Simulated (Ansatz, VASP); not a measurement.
BN (Qingsongite): VASP beside Ansatz

```
B N
1.0
     0.00000    1.80750    1.80750
     1.80750    0.00000    1.80750
     1.80750    1.80750    0.00000
B N
1 1
Cartesian
  0.0000 0.0000 0.0000
  0.9038 0.9038 0.9038
```

Alike in both runs: functional PBE; k mesh 14 × 14 × 14; occupations fermi-dirac, width 0.02 eV; no spin polarisation.

Ansatz relaxed the structure, and its values are those at the end. VASP's run is a single point on that final structure, the one shown.

|  | VASP | Ansatz |
| --- | --- | --- |
| version | VASP 6.6.1 | Ansatz 0.2.0 |
| potentials or method | VASP PAW PBE potentials, release 64 (B, N) | plane-wave PAW, scalar-relativistic |
| plane-wave cutoff (eV) | 520 | 420 |
| valence electrons in the cell | 8 | 8 |

|  | VASP | Ansatz | Ansatz less VASP |
| --- | --- | --- | --- |
| gap on the k mesh at the Fermi level (eV) | 4.46 | 4.47 | +0.012 |
| pressure (GPa) | 3.3 | 3.0 | -0.27 |

Ansatz warned: «stress_scf_threshold_loose».

A k mesh can miss the band edges.
